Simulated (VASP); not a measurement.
# Au in VASP: settings compared

The runs below take Au through relaxation of the atoms, with RPBE, PBE.

Program: VASP 6.6.1. These are calculated values, not measurements. Logs are shortened: lines on timing, memory, paths and dates and some standing lists are left out, and cuts for length are marked.

### Step 1. The slab as given

The cell holds a slab with vacuum, 7 atoms: a = 2.823 Å, b = 2.920 Å, c = 29.680 Å, α = 90.00°, β = 90.00°, γ = 118.91°.

The slab is cut from a database's or a generator's crystal, which needn't be the stable form of the element.

### Step 2. Relaxation of the atoms, RPBE (the (0 0 1) slab of Au, cut from the database cell, not relaxed)

The input, INCAR:

```
SYSTEM = Au
PREC = Accurate
ENCUT = 520
EDIFF = 1E-6
ISMEAR = 0
SIGMA = 0.05
LREAL = .False.
LASPH = .True.
NELM = 60
ALGO = Normal
ISIF = 2
LWAVE = .False.
LCHARG = .False.
LDIPOL = .True.
IDIPOL = 3
DIPOL = 0.5 0.5 0.500
GGA = RP
IBRION = 2
NSW = 40
EDIFFG = -0.02
```

The input, KPOINTS:

```
Automatic mesh
0
Gamma
  8 8 1
  0 0 0
```

The input, POSCAR:

```
Au
1.0
    2.8226199300      0.0000000000      0.0000000000
   -1.4113099650      2.5559330250      0.0000000000
    0.0000000000      0.0000000000     29.6795088300
Au
7
Selective dynamics
Direct
    0.3346720300      0.6693440600      0.2526995997  F F F
    0.6653279700      0.3306559400      0.3351330665  F F F
    0.3346720300      0.6693440600      0.4175665332  F F F
    0.6653279700      0.3306559400      0.5000000000  T T T
    0.3346720300      0.6693440600      0.5824334668  T T T
    0.6653279700      0.3306559400      0.6648669335  T T T
    0.3346720300      0.6693440600      0.7473004003  T T T
```

Potentials or basis: VASP PAW PBE potentials, release 64 (Au).

The run is started by

```bash
$ cat potpaw_PBE.64/Au/POTCAR > POTCAR
$ mpirun -np 1 vasp_std > vasp.out
```

OUTCAR:

```text
SYSTEM = Au
   PREC = Accurate
   ENCUT = 520
   EDIFF = 1E-6
   ISMEAR = 0
   LREAL = .False.
   LASPH = .True.
   NELM = 60
   ISIF = 2
   GGA = RP
   IBRION = 2
   NSW = 40
   EDIFFG = -0.02

 ion  position               nearest neighbor table
   1  0.335  0.669  0.253-   2 2.95   2 2.95   2 2.97
   2  0.665  0.331  0.335-   3 2.95   3 2.95   1 2.95   1 2.95   3 2.97   1 2.97
   3  0.335  0.669  0.418-   2 2.95   2 2.95   4 2.95   4 2.95   2 2.97   4 2.97
   4  0.665  0.331  0.500-   3 2.95   5 2.95   3 2.95   5 2.95   3 2.97   5 2.97
   5  0.335  0.669  0.582-   6 2.95   6 2.95   4 2.95   4 2.95   6 2.97   4 2.97
   6  0.665  0.331  0.665-   5 2.95   5 2.95   7 2.95   7 2.95   5 2.97   7 2.97
   7  0.335  0.669  0.747-   6 2.95   6 2.95   6 2.97

  LATTYP: Found a base centered orthorhombic cell.
 ALAT       =     2.8226199300
 B/A-ratio  =     1.8110359088
 C/A-ratio  =    10.5148796388

  Lattice vectors:

 A1 = (   1.4113099650,  -2.5559330250,   0.0000000000)
 A2 = (   1.4113099650,   2.5559330250,   0.0000000000)
 A3 = (   0.0000000000,   0.0000000000,  29.6795088300)

Analysis of symmetry for initial positions (statically):
=====================================================================
 Subroutine PRICEL returns:
 Original cell was already a primitive cell.

 Routine SETGRP: Setting up the symmetry group for a
 base centered orthorhombic supercell.

 Subroutine GETGRP returns: Found  4 space group operations
 (whereof  4 operations were pure point group operations)
 out of a pool of  8 trial point group operations.

The static configuration has the point symmetry C_2v.

Analysis of symmetry for dynamics (positions and initial velocities):
=====================================================================
 Subroutine PRICEL returns:
 Original cell was already a primitive cell.

 Routine SETGRP: Setting up the symmetry group for a
 base centered orthorhombic supercell.

 Subroutine GETGRP returns: Found  4 space group operations
 (whereof  4 operations were pure point group operations)
 out of a pool of  8 trial point group operations.

The dynamic configuration has the point symmetry C_2v.

Analysis of constrained symmetry for selective dynamics:
=====================================================================
 Subroutine PRICEL returns:
 Original cell was already a primitive cell.

 Routine SETGRP: Setting up the symmetry group for a
 base centered orthorhombic supercell.

 Subroutine GETGRP returns: Found  2 space group operations
 (whereof  2 operations were pure point group operations)
 out of a pool of  8 trial point group operations.

The constrained configuration has the point symmetry C_1h.

 Subroutine INISYM returns: Found  2 space group operations
 (whereof  2 operations are pure point group operations),
 and found     1 'primitive' translations

----------------------------------------------------------------------------------------

                                     Primitive cell

  volume of cell :     214.1207

  direct lattice vectors                    reciprocal lattice vectors
     2.822619930  0.000000000  0.000000000     0.354280783  0.195623279  0.000000000
    -1.411309965  2.555933025  0.000000000     0.000000000  0.391246559  0.000000000
     0.000000000  0.000000000 29.679508830     0.000000000  0.000000000  0.033693280

  length of vectors
     2.822619930  2.919689957 29.679508830     0.404701545  0.391246559  0.033693280

  position of ions in fractional coordinates (direct lattice)
     0.334672030  0.669344060  0.252699600
     0.665327970  0.330655940  0.335133066
     0.334672030  0.669344060  0.417566533
     0.665327970  0.330655940  0.500000000
     0.334672030  0.669344060  0.582433467
     0.665327970  0.330655940  0.664866934
     0.334672030  0.669344060  0.747300400

  ion indices of the primitive-cell ions
   primitive index   ion index
[... 35 lines left out ...]
            Coordinates               Weight
  0.000000  0.000000  0.000000      1.000000
  0.125000 -0.000000  0.000000      4.000000
  0.250000 -0.000000  0.000000      4.000000
  0.375000  0.000000  0.000000      4.000000
  0.500000 -0.000000  0.000000      2.000000
  0.000000  0.125000  0.000000      2.000000
[... 13 lines left out ...]
  0.250000  0.375000  0.000000      2.000000
  0.000000  0.500000  0.000000      1.000000
   k-points           NKPTS =     21   k-points in BZ     NKDIM =     21   number of bands    NBANDS=     46
   number of dos      NEDOS =    301   number of ions     NIONS =      7
   total plane-waves  NPLWV = 129024
   dimension x,y,z NGX =    24 NGY =   24 NGZ =  224
   dimension x,y,z NGXF=    48 NGYF=   48 NGZF=  448
   ions per type =               7
   NGX,Y,Z   is equivalent  to a cutoff of  14.14, 13.67, 12.55 a.u.
   NGXF,Y,Z  is equivalent  to a cutoff of  28.27, 27.33, 25.09 a.u.
 SYSTEM =  Au
   PREC   = accura    normal or accurate (medium, high low for compatibility)
   ISTART =      0    job   : 0-new  1-cont  2-samecut
   ICHARG =      2    charge: 1-file 2-atom 10-const
   ISPIN  =      1    spin polarized calculation?
   LNONCOLLINEAR =      F non collinear calculations
   LSORBIT =      F    spin-orbit coupling
   LASPH  =      T    aspherical Exc in radial PAW
   ENCUT  =  520.0 eV  38.22 Ry    6.18 a.u.   5.25  5.43 55.18*2*pi/ulx,y,z
   NELM   =     60;   NELMIN=  2; NELMDL= -5     # of ELM steps
   EDIFF  = 0.1E-05   stopping-criterion for ELM
   LREAL  =      F    real-space projection
   EDIFFG = -.2E-01   stopping-criterion for IOM
   NSW    =     40    number of steps for IOM
   IBRION =      2    ionic relax: 0-MD 1-quasi-New 2-CG
   NFREE  =      1    steps in history (QN), initial steepest desc. (CG)
   ISIF   =      2    stress and relaxation
   ISYM   =      2    0-nonsym 1-usesym 2-fastsym
   POTIM  = 0.5000    time-step for ionic-motion
   TEBEG  =    0.0;   TEEND  =   0.0 temperature during run
   PSTRESS=    0.0 pullay stress
   NELECT =      77.0000    total number of electrons
   NUPDOWN=      -1.0000    fix difference up-down
   EMIN   =  10.00;   EMAX   =-10.00  energy-range for DOS
   EFERMI =   0.00;   METHOD = LEGACY
   ISMEAR =     0;   SIGMA  =   0.05  broadening in eV -4-tet -1-fermi 0-gaus
   EFERMI_NEDOS =   21; number of points for ismear=-14 and -15
   IALGO  =     38    algorithm
   IMIX   =      4    mixing-type and parameters
     AMIX     =   0.40;   BMIX     =  1.00
     AMIX_MAG =   1.60;   BMIX_MAG =  1.00
  volume/ion in A,a.u.               =      30.59       206.42
  Fermi-wavevector in a.u.,A,eV,Ry     =   1.164177  2.199975 18.440074  1.355307
  Thomas-Fermi vector in A             =   2.300718
   LORBIT       =      0    0 simple, 1 ext, 2 COOP (PROOUT), +10 PAW based schemes
   GGA     = RP    functional components
   LHFCALC =     F    Hartree Fock is set to
   AEXX    =    0.0000 exact exchange contribution
   IVDW    =     0    specifies the selected vdW correction
   LEPSILON=     F    determine dielectric tensor
   LRPA    =     F    only Hartree local field effects (RPA)
 conjugate gradient relaxation of ions
 non-spin polarized calculation
 Gauss-broadening in eV      SIGMA  =   0.05
  energy-cutoff  :      520.00
  volume of cell :      214.12
 maximum number of plane-waves:      5820
 NGX is ok and might be reduce to    24
   NGX = 11   NGY = 11   NGZ =111

--------------------------------------- Ionic step        1  -------------------------------------------

 number of electron      77.0000004 magnetization

 Free energy of the ion-electron system (eV)
  ---------------------------------------------------
  ext. energy  EPLUGINS =         0.00000000
  ---------------------------------------------------
  free energy    TOTEN  =       -17.79025708 eV

  energy without entropy =      -17.78590058  energy(sigma->0) =      -17.78807883

------------------------ aborting loop because EDIFF is reached ----------------------------------------

  FORCE on cell =-STRESS in cart. coord.  units (eV):
  Direction    XX          YY          ZZ          XY          YZ          ZX
  --------------------------------------------------------------------------------------
  -------------------------------------------------------------------------------------
  Total        3.1007977      3.8322482      4.7873514      0.0000000      0.0000053      0.0000000
  in kB       23.2020002     28.6751454     35.8217916      0.0000000      0.0000396      0.0000000
  external PRESSURE =      29.2329791 kB  Pullay stress =       0.0000000 kB
[... 104 lines left out ...]
  FREE ENERGIE OF THE ION-ELECTRON SYSTEM (eV)
  ---------------------------------------------------
  free  energy   TOTEN  =       -17.8124119318 eV

  energy  without entropy=      -17.8072294338  energy(sigma->0) =      -17.80982068

 dipolmoment           0.000000      0.000000     -0.009698 electrons x Angstroem

 vacuum level on the upper side and lower side of the slab       (xc-potential included)        -0.051        -0.295

[... ionic steps 4 to 14 ...]

--------------------------------------- Ionic step       15  -------------------------------------------

 number of electron      77.0000005 magnetization

------------------------ aborting loop because EDIFF is reached ----------------------------------------
[... 77 lines left out ...]
--------------------------------------- Ionic step       17  -------------------------------------------

 number of electron      77.0000001 magnetization

 dipolmoment           0.000000      0.000000      0.008143 electrons x Angstroem

 Free energy of the ion-electron system (eV)
  ---------------------------------------------------
  ext. energy  EPLUGINS =         0.00000000
  ---------------------------------------------------
  free energy    TOTEN  =       -17.87541952 eV

  energy without entropy =      -17.86862062  energy(sigma->0) =      -17.87202007

 E-fermi :   2.9624     XC(G=0):  -7.8176

 val. band max:        2.9578898998   @ k =   0.1250   0.3750   0.0000
 cond. band min:       2.9841205920   @ k =   0.2500   0.2500   0.0000
 fundamental gap:      0.0262306922
 Fermi energy:         2.9623661515

 k-point     1 :       0.0000    0.0000    0.0000
  band No.  band energies     occupation
      1      -6.1042      2.00000
      2      -5.6775      2.00000
      3      -5.0474      2.00000
      4      -4.4983      2.00000
      5      -4.1247      2.00000
      6      -4.0359      2.00000
[... 1018 lines left out ...]
     45       6.6019      0.00000
     46       7.0370      0.00000

------------------------ aborting loop because EDIFF is reached ----------------------------------------

 vacuum level on the upper side and lower side of the slab       (xc-potential included)         0.092        -0.108

  FORCE on cell =-STRESS in cart. coord.  units (eV):
  Direction    XX          YY          ZZ          XY          YZ          ZX
  --------------------------------------------------------------------------------------
  -------------------------------------------------------------------------------------
  Total        0.9066196     -0.1006365      1.5306348      0.0000000     -0.0147682      0.0000000
  in kB        6.7838637     -0.7530218     11.4531136      0.0000000     -0.1105046      0.0000000
  external PRESSURE =       5.8279852 kB  Pullay stress =       0.0000000 kB
[... 22 lines left out ...]
  FREE ENERGIE OF THE ION-ELECTRON SYSTEM (eV)
  ---------------------------------------------------
  free  energy   TOTEN  =       -17.8754195207 eV

  energy  without entropy=      -17.8686206171  energy(sigma->0) =      -17.87202007

 reached required accuracy - stopping structural energy minimisation

 vacuum level on the upper side and lower side of the slab         8.249         8.044
```

Run time: 29 min. Hardware: 1 thread of Intel Xeon 6975P-C (Granite Rapids), shared host; peak memory 0.44 GiB.

What came out:

```
Free energy               : -17.8754 eV
Energy gained by relaxing : 12.2 meV/atom
Ionic steps               : 17
Band gap on the k mesh    : none (metal or under the smearing width)
```

The path:
| step | energy change (eV) | largest force (eV/Å) | pressure (GPa) |
| --- | --- | --- | --- |
| 1 | 0.0000 | 0.4573 | 2.92 |
| 2 | -0.0104 | 0.4570 | 2.83 |
| 3 | -0.0222 | 0.4574 | 2.65 |
| 4 | -0.0226 | 0.4580 | 2.63 |
| 5 | -0.0315 | 0.4562 | 2.49 |
| 6 | -0.0386 | 0.4527 | 2.28 |
| 7 | -0.0469 | 0.4552 | 2.11 |
| 8 | -0.0536 | 0.4609 | 1.85 |
| 9 | -0.0620 | 0.4598 | 1.66 |
| 10 | -0.0768 | 0.4572 | 1.14 |
| 11 | -0.0717 | 0.4508 | 0.30 |
| 12 | -0.0794 | 0.4537 | 0.75 |
| 13 | -0.0837 | 0.4563 | 0.54 |
| 14 | -0.0837 | 0.4556 | 0.53 |
| 15 | -0.0843 | 0.4561 | 0.54 |
| 16 | -0.0849 | 0.4574 | 0.56 |
| 17 | -0.0852 | 0.4570 | 0.58 |

Final structure:
```yaml
crystal:
  lattice:
    - [2.82262, 0.00000, 0.00000]
    - [-1.41131, 2.55593, 0.00000]
    - [0.00000, 0.00000, 29.67951]
  atoms:
    - { symbol: Au, position: [0.33467, 0.66934, 0.25270] }
    - { symbol: Au, position: [0.66533, 0.33066, 0.33513] }
    - { symbol: Au, position: [0.33467, 0.66934, 0.41757] }
    - { symbol: Au, position: [0.65512, 0.31024, 0.50359] }
    - { symbol: Au, position: [0.33653, 0.67306, 0.58997] }
    - { symbol: Au, position: [0.66521, 0.33043, 0.67635] }
    - { symbol: Au, position: [0.33593, 0.67186, 0.76714] }
```

Caveat: the PAW data sets were made with another functional, which shifts forces and pressure a little.

### Step 3. Relaxation of the atoms, PBE

The input, INCAR:

```
SYSTEM = Au
PREC = Accurate ; ENCUT = 520
EDIFF = 1E-6 ; ISMEAR = -1
SIGMA = 0.05 ; LREAL = .FALSE.
LASPH = .TRUE. ; NELM = 100
ALGO = Normal ; ISIF = 2
LWAVE = .FALSE. ; LCHARG = .FALSE.
LDIPOL = .TRUE. ; IDIPOL = 3
DIPOL = 0.5 0.5 0.500 ; GGA = PE
IBRION = 2 ; NSW = 40
EDIFFG = -0.01
```

The input, KPOINTS:

```
regular mesh
0
G
  8 8 1
  0 0 0
```

POSCAR is that of step 2.

Potentials or basis: VASP PAW PBE potentials, release 64 (Au).

The run is started by

```bash
$ cat potpaw_PBE.64/Au/POTCAR > POTCAR
$ mpirun -np 1 vasp_std > vasp.out
```

Wall time 44 min (1 thread of AMD EPYC 9R45 (Zen 5), shared host); peak memory 0.42 GiB.

It converged, with:

- Free energy: -21.8154 eV
- Energy gained by relaxing: 3.4 meV/atom
- Ionic steps: 23
- Band gap on the k mesh: none (metal or under the smearing width)

Step by step:
```tsv
step	energy change (eV)	largest force (eV/Å)	pressure (GPa)
1	0.0000	0.2909	0.65
2	-0.0052	0.2912	0.59
3	-0.0091	0.2916	0.50
4	-0.0092	0.2918	0.50
5	-0.0114	0.2918	0.44
6	-0.0133	0.2913	0.34
7	-0.0134	0.2913	0.32
8	-0.0153	0.2921	0.25
9	-0.0167	0.2935	0.14
10	-0.0168	0.2943	0.11
11	-0.0183	0.2932	0.05
12	-0.0206	0.2922	-0.10
13	-0.0218	0.2891	-0.36
14	-0.0227	0.2894	-0.41
15	-0.0231	0.2894	-0.47
16	-0.0228	0.2896	-0.57
17	-0.0232	0.2901	-0.50
18	-0.0232	0.2896	-0.50
19	-0.0233	0.2896	-0.49
20	-0.0235	0.2898	-0.46
21	-0.0236	0.2902	-0.39
22	-0.0236	0.2903	-0.40
23	-0.0236	0.2897	-0.39
```

Final structure:
```xyz
7
Lattice="2.8226 0.0000 0.0000 -1.4113 2.5559 0.0000 0.0000 0.0000 29.6795" Properties=species:S:1:pos:R:3 pbc="T T T"
Au    0.0000    1.7108    7.5000
Au    1.4113    0.8451    9.9466
Au    0.0000    1.7108   12.3932
Au    1.4113    0.8161   14.8824
Au    0.0000    1.7143   17.3662
Au    1.4113    0.8439   19.8454
Au    0.0000    1.7174   22.4228
```

Levels at points of the mesh, in eV from the Fermi level:
```csv
k point,band 36,band 37,band 38,band 39,band 40,band 41,band 42,band 43,band 44,band 45
"(0.00, 0.00, 0.00)",-2.28,-2.23,-2.16,-2.13,-2.09,-2.05,-0.74,-0.21,3.32,4.72
"(0.50, 0.00, 0.00)",0.35,0.36,0.61,1.03,1.46,1.70,1.78,3.92,4.06,4.21
"(0.00, 0.50, 0.00)",0.05,0.10,0.31,0.65,1.02,1.25,1.31,3.35,3.46,3.71
```

Spin-orbit coupling is left out, which matters for the levels of Au.
